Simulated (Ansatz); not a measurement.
A run of Ansatz 0.2.0:

input.yaml

```yaml
crystal:
  lattice:
    - [0.0, 3.2145, 3.2145]
    - [3.2145, 0.0, 3.2145]
    - [3.2145, 3.2145, 0.0]
  atoms:
    - { symbol: Hg, position: [0.0, 0.0, 0.0] }
    - { symbol: Te, position: [0.75, 0.75, 0.75] }
kpoints:
  mp_grid: { grid: [5, 5, 5] }
scf:
  occupations: { method: fermi_dirac, width: 0.05 }
hamiltonian:
  xc: pbe
  pseudopotentials: { kind: all_electron, lapw: { basis_error: 0.001 } }
output:
  forces: true
  stress: true
elastic:
  mode: relaxed_ion
  stencil: two_point
```

Potentials or basis: all-electron LAPW, scalar-relativistic.

Launch:

```console
$ ansatz run input.yaml --threads 1 --pin off --max-ram 3072MiB --backend cpu --events-out ev --progress --plain --runs-dir out
```

Hardware: 1 thread of Arm Neoverse V2 (shared host).

**Question.** Estimate the wall time of this run.

**Answer.** It took 2.8 min on 1 thread of Arm Neoverse V2 (shared host), peak memory 0.39 GiB. Counts: scf iterations 68, plane waves 725, k points 10, bands 41, ion steps 5.
